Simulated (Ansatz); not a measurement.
# AlN (P6_3mc): the host for defect calculations, part 3 of 3

Before any defect goes in: AlN (P6_3mc) at rest, and how it screens a charge.

Ansatz 0.2.0; plane-wave PAW DFT, PBEsol; relaxation of the host's cell and atoms; PAW set soft_1 (the session's first sound run).

So far. Step 3 (Dielectric tensors of the host): The principal values of the electronic dielectric tensor are 4.50, 4.50 and 4.73. The principal values of the static dielectric tensor are 8.20, 8.20 and 9.74.

**7. Defect free supercell at the zone centre**

Level of this step: plane-wave PAW DFT, PBEsol; single point of the defect-free host, a test of the k-point sampling; PAW set soft_1 (Ansatz).

The supercell is run at the zone centre, to see how far that sampling misses the dense mesh.

System of this step: AlN (P6_3mc). The cell holds 128 atoms: 64 Al and 64 N. Its edges and angles: a = 14.686 Å, b = 14.686 Å, c = 11.753 Å, α = 125.1°, β = 125.1°, γ = 94.5°.

pristine.sampling_gamma/input.yaml reads:

```yaml
crystal:
  lattice:
    - [-9.3408221251, 5.3929260535, 9.9673535922]
    - [9.3408221251, -5.3929260535, 9.9673535922]
    - [3.1136073087, 5.3929261684, -9.9673535922]
  atoms:
    - { symbol: Al, position: [0.2080918742, 0.0414252076, 0.0] }
    - { symbol: Al, position: [0.2080918742, 0.2914252076, 0.25] }
    - { symbol: Al, position: [0.4580918742, 0.0414252076, 0.25] }
    - { symbol: Al, position: [0.4580918742, 0.2914252076, 0.0] }
    - { symbol: Al, position: [0.1664252076, 0.0830918742, 0.25] }
    - { symbol: Al, position: [0.1664252076, 0.3330918742, 0.0] }
    - { symbol: Al, position: [0.4164252076, 0.0830918742, 0.0] }
    - { symbol: Al, position: [0.4164252076, 0.3330918742, 0.25] }
    - { symbol: "N", position: [0.0535747924, 0.1369081258, 0.25] }
    - { symbol: "N", position: [0.0535747924, 0.3869081258, 0.0] }
    - { symbol: "N", position: [0.3035747924, 0.1369081258, 0.0] }
    - { symbol: "N", position: [0.3035747924, 0.3869081258, 0.25] }
    - { symbol: "N", position: [0.0119081258, 0.1785747924, 0.0] }
    - { symbol: "N", position: [0.0119081258, 0.4285747924, 0.25] }
    - { symbol: "N", position: [0.2619081258, 0.1785747924, 0.25] }
    - { symbol: "N", position: [0.2619081258, 0.4285747924, 0.0] }
    - { symbol: Al, position: [0.2080918742, 0.0414252076, 0.5] }
    - { symbol: Al, position: [0.2080918742, 0.2914252076, 0.75] }
    - { symbol: Al, position: [0.4580918742, 0.0414252076, 0.75] }
    - { symbol: Al, position: [0.4580918742, 0.2914252076, 0.5] }
    - { symbol: Al, position: [0.1664252076, 0.0830918742, 0.75] }
    - { symbol: Al, position: [0.1664252076, 0.3330918742, 0.5] }
    - { symbol: Al, position: [0.4164252076, 0.0830918742, 0.5] }
    - { symbol: Al, position: [0.4164252076, 0.3330918742, 0.75] }
    - { symbol: "N", position: [0.0535747924, 0.1369081258, 0.75] }
    - { symbol: "N", position: [0.0535747924, 0.3869081258, 0.5] }
    - { symbol: "N", position: [0.3035747924, 0.1369081258, 0.5] }
    - { symbol: "N", position: [0.3035747924, 0.3869081258, 0.75] }
    - { symbol: "N", position: [0.0119081258, 0.1785747924, 0.5] }
    - { symbol: "N", position: [0.0119081258, 0.4285747924, 0.75] }
    - { symbol: "N", position: [0.2619081258, 0.1785747924, 0.75] }
    - { symbol: "N", position: [0.2619081258, 0.4285747924, 0.5] }
    - { symbol: Al, position: [0.2080918742, 0.5414252076, 0.0] }
    - { symbol: Al, position: [0.2080918742, 0.7914252076, 0.25] }
    - { symbol: Al, position: [0.4580918742, 0.5414252076, 0.25] }
    - { symbol: Al, position: [0.4580918742, 0.7914252076, 0.0] }
    - { symbol: Al, position: [0.1664252076, 0.5830918742, 0.25] }
    - { symbol: Al, position: [0.1664252076, 0.8330918742, 0.0] }
    - { symbol: Al, position: [0.4164252076, 0.5830918742, 0.0] }
    - { symbol: Al, position: [0.4164252076, 0.8330918742, 0.25] }
    - { symbol: "N", position: [0.0535747924, 0.6369081258, 0.25] }
    - { symbol: "N", position: [0.0535747924, 0.8869081258, 0.0] }
    - { symbol: "N", position: [0.3035747924, 0.6369081258, 0.0] }
    - { symbol: "N", position: [0.3035747924, 0.8869081258, 0.25] }
    - { symbol: "N", position: [0.0119081258, 0.6785747924, 0.0] }
    - { symbol: "N", position: [0.0119081258, 0.9285747924, 0.25] }
    - { symbol: "N", position: [0.2619081258, 0.6785747924, 0.25] }
    - { symbol: "N", position: [0.2619081258, 0.9285747924, 0.0] }
    - { symbol: Al, position: [0.2080918742, 0.5414252076, 0.5] }
    - { symbol: Al, position: [0.2080918742, 0.7914252076, 0.75] }
    - { symbol: Al, position: [0.4580918742, 0.5414252076, 0.75] }
    - { symbol: Al, position: [0.4580918742, 0.7914252076, 0.5] }
    - { symbol: Al, position: [0.1664252076, 0.5830918742, 0.75] }
    - { symbol: Al, position: [0.1664252076, 0.8330918742, 0.5] }
    - { symbol: Al, position: [0.4164252076, 0.5830918742, 0.5] }
    - { symbol: Al, position: [0.4164252076, 0.8330918742, 0.75] }
    - { symbol: "N", position: [0.0535747924, 0.6369081258, 0.75] }
    - { symbol: "N", position: [0.0535747924, 0.8869081258, 0.5] }
    - { symbol: "N", position: [0.3035747924, 0.6369081258, 0.5] }
    - { symbol: "N", position: [0.3035747924, 0.8869081258, 0.75] }
    - { symbol: "N", position: [0.0119081258, 0.6785747924, 0.5] }
    - { symbol: "N", position: [0.0119081258, 0.9285747924, 0.75] }
    - { symbol: "N", position: [0.2619081258, 0.6785747924, 0.75] }
    - { symbol: "N", position: [0.2619081258, 0.9285747924, 0.5] }
    - { symbol: Al, position: [0.7080918742, 0.0414252076, 0.0] }
    - { symbol: Al, position: [0.7080918742, 0.2914252076, 0.25] }
    - { symbol: Al, position: [0.9580918742, 0.0414252076, 0.25] }
    - { symbol: Al, position: [0.9580918742, 0.2914252076, 0.0] }
    - { symbol: Al, position: [0.6664252076, 0.0830918742, 0.25] }
    - { symbol: Al, position: [0.6664252076, 0.3330918742, 0.0] }
    - { symbol: Al, position: [0.9164252076, 0.0830918742, 0.0] }
    - { symbol: Al, position: [0.9164252076, 0.3330918742, 0.25] }
    - { symbol: "N", position: [0.5535747924, 0.1369081258, 0.25] }
    - { symbol: "N", position: [0.5535747924, 0.3869081258, 0.0] }
    - { symbol: "N", position: [0.8035747924, 0.1369081258, 0.0] }
    - { symbol: "N", position: [0.8035747924, 0.3869081258, 0.25] }
    - { symbol: "N", position: [0.5119081258, 0.1785747924, 0.0] }
    - { symbol: "N", position: [0.5119081258, 0.4285747924, 0.25] }
    - { symbol: "N", position: [0.7619081258, 0.1785747924, 0.25] }
    - { symbol: "N", position: [0.7619081258, 0.4285747924, 0.0] }
    - { symbol: Al, position: [0.7080918742, 0.0414252076, 0.5] }
    - { symbol: Al, position: [0.7080918742, 0.2914252076, 0.75] }
    - { symbol: Al, position: [0.9580918742, 0.0414252076, 0.75] }
    - { symbol: Al, position: [0.9580918742, 0.2914252076, 0.5] }
    - { symbol: Al, position: [0.6664252076, 0.0830918742, 0.75] }
    - { symbol: Al, position: [0.6664252076, 0.3330918742, 0.5] }
    - { symbol: Al, position: [0.9164252076, 0.0830918742, 0.5] }
    - { symbol: Al, position: [0.9164252076, 0.3330918742, 0.75] }
    - { symbol: "N", position: [0.5535747924, 0.1369081258, 0.75] }
    - { symbol: "N", position: [0.5535747924, 0.3869081258, 0.5] }
    - { symbol: "N", position: [0.8035747924, 0.1369081258, 0.5] }
    - { symbol: "N", position: [0.8035747924, 0.3869081258, 0.75] }
    - { symbol: "N", position: [0.5119081258, 0.1785747924, 0.5] }
    - { symbol: "N", position: [0.5119081258, 0.4285747924, 0.75] }
    - { symbol: "N", position: [0.7619081258, 0.1785747924, 0.75] }
    - { symbol: "N", position: [0.7619081258, 0.4285747924, 0.5] }
    - { symbol: Al, position: [0.7080918742, 0.5414252076, 0.0] }
    - { symbol: Al, position: [0.7080918742, 0.7914252076, 0.25] }
    - { symbol: Al, position: [0.9580918742, 0.5414252076, 0.25] }
    - { symbol: Al, position: [0.9580918742, 0.7914252076, 0.0] }
    - { symbol: Al, position: [0.6664252076, 0.5830918742, 0.25] }
    - { symbol: Al, position: [0.6664252076, 0.8330918742, 0.0] }
    - { symbol: Al, position: [0.9164252076, 0.5830918742, 0.0] }
    - { symbol: Al, position: [0.9164252076, 0.8330918742, 0.25] }
    - { symbol: "N", position: [0.5535747924, 0.6369081258, 0.25] }
    - { symbol: "N", position: [0.5535747924, 0.8869081258, 0.0] }
    - { symbol: "N", position: [0.8035747924, 0.6369081258, 0.0] }
    - { symbol: "N", position: [0.8035747924, 0.8869081258, 0.25] }
    - { symbol: "N", position: [0.5119081258, 0.6785747924, 0.0] }
    - { symbol: "N", position: [0.5119081258, 0.9285747924, 0.25] }
    - { symbol: "N", position: [0.7619081258, 0.6785747924, 0.25] }
    - { symbol: "N", position: [0.7619081258, 0.9285747924, 0.0] }
    - { symbol: Al, position: [0.7080918742, 0.5414252076, 0.5] }
    - { symbol: Al, position: [0.7080918742, 0.7914252076, 0.75] }
    - { symbol: Al, position: [0.9580918742, 0.5414252076, 0.75] }
    - { symbol: Al, position: [0.9580918742, 0.7914252076, 0.5] }
    - { symbol: Al, position: [0.6664252076, 0.5830918742, 0.75] }
    - { symbol: Al, position: [0.6664252076, 0.8330918742, 0.5] }
    - { symbol: Al, position: [0.9164252076, 0.5830918742, 0.5] }
    - { symbol: Al, position: [0.9164252076, 0.8330918742, 0.75] }
    - { symbol: "N", position: [0.5535747924, 0.6369081258, 0.75] }
    - { symbol: "N", position: [0.5535747924, 0.8869081258, 0.5] }
    - { symbol: "N", position: [0.8035747924, 0.6369081258, 0.5] }
    - { symbol: "N", position: [0.8035747924, 0.8869081258, 0.75] }
    - { symbol: "N", position: [0.5119081258, 0.6785747924, 0.5] }
    - { symbol: "N", position: [0.5119081258, 0.9285747924, 0.75] }
    - { symbol: "N", position: [0.7619081258, 0.6785747924, 0.75] }
    - { symbol: "N", position: [0.7619081258, 0.9285747924, 0.5] }
basis:
  ecutwfc: 420
  xc_grid: 2
hamiltonian:
  xc: pbesol
  pseudopotentials: { kind: paw, azcp: { folder: soft_1 }, xc_functional: pbe }
kpoints:
  mp_grid: { grid: [1, 1, 1] }
scf:
  occupations: { method: fermi_dirac, width: 0.01 }
  max_iter: 100
  lower_state_search: "off"
checkpoint:
  write: "../pristine.sampling_gamma.run"
  compress: false
  write_wavefunctions: false
  write_every: 100000
```

Started as:

```sh
ansatz run input.yaml --threads 32 --pin off --max-ram 84787MiB --backend cuda --events-out ev --progress --plain --runs-dir out --max-vram 78GiB
```

Numbers of over 12 decimals in the logs are rounded to 6 here.

The program printed:

```text
[...]
GPU FFT provider: cuFFT
GPU libraries: cuBLAS 13.8.1, cuFFT 12.4.0, cuSOLVER 12.3.2
[...]
Crystal: 128 atoms, lattice volume = 1338.931 Å³
Basis set: ecut = 420 eV, 26161 PW (Γ), exchange–correlation on 200×200×160 points (8 copies of the dense FFT grid, shifted against one another)
Bands: 384, of which v1, the nominal top of the filled ones, is band 256 counted from 1 (255 counted from 0)
Symmetry: 128 space group operations
[...]
k-points: 1
[...]
GPU buffer pool allocated for 800000 grid points (all kernels)
[...]
SCF iter   1: F=—  HF=-58067.939396 eV  |Δ(HF+E_count)|=         —  Δρ=1.31e-1  dr2=2.81e2  Hψ=1704
[...]
SCF iter   5: F=—  HF=-57980.540955 eV  |Δ(HF+E_count)|=   1.43e-2  Δρ=2.73e-4  dr2=9.45e-4  Hψ=462
automatic band count: iteration 5 solves 297 bands in place of 384: the levels show a gap, and the empty bands left out lie too high to hold charge; the band table lists the bands solved (type scf.n_extra_bands for more)
SCF iter   6: F=—  HF=-57980.541578 eV  |Δ(HF+E_count)|=   6.22e-4  Δρ=3.49e-5  dr2=1.52e-5  Hψ=486
[...]
SCF iter   8: F=-57980.541176 eV  HF=-57980.541176 eV  |Δ(HF+E_count)|=   1.98e-8  Δρ=4.14e-7  dr2=1.81e-9  Hψ=557
SCF 1 converged in 8 iterations: F = -57980.541176 eV  dr2 = 1.81e-9
[...]
SCF converged after 8 iterations
Free energy (F): -57980.541176 eV
[...]
Internal energy: -57980.541176 eV  (E = F + TS)
E sigma→0 (E₀):  -57980.541176 eV
Fermi energy:    9.092447 eV
[...]
```

Wall time 1.3 s (1 × NVIDIA GB200 with 32 threads of Arm Neoverse V2, shared host); peak memory 1.2 GiB; 3.5 s of CPU time.

**8. Outcome**

- primitive cell vectors, lengths: 3.114, 3.114, 4.984 Å
- electronic dielectric constant: principal values (4.50, 4.50, 4.73)
- static dielectric constant: principal values (8.20, 8.20, 9.74)
- gap on the k-mesh of the response run (PBEsol): 4.10 eV
- supercell relaxed in its symmetry less the displaced and relaxed one: 0.000 eV
- energy an atom at the zone centre alone less that on the dense mesh: 0.008 eV

**Reading.** Step 5: The energy fell by 5.009 eV from the randomly displaced start; the atoms end within 0.005 Å of the sites as typed, once the mean shift is taken out. The displaced cell ends within 0.01 eV of the symmetric one relaxed in its symmetry, so no lower structure shows in this supercell. The k-mesh can miss the band edges, so this gap is an upper bound at this level. All at zero temperature.

[Logs are printed without paths, hosts, clocks, repeated set-up lines and the standing remarks that a program may print on its own settings, such as how far it seeks lower states.]

[Hosts, paths, dates, database ids (printed as entryN), source tags and the programs' standing remarks are cut or masked in the printed files.]

[Runs of the host that timed out are not shown.]

[For some hosts the program warned that the k-mesh of the response run may be too coarse for force constants and the static dielectric constant; such warnings are not always shown.]
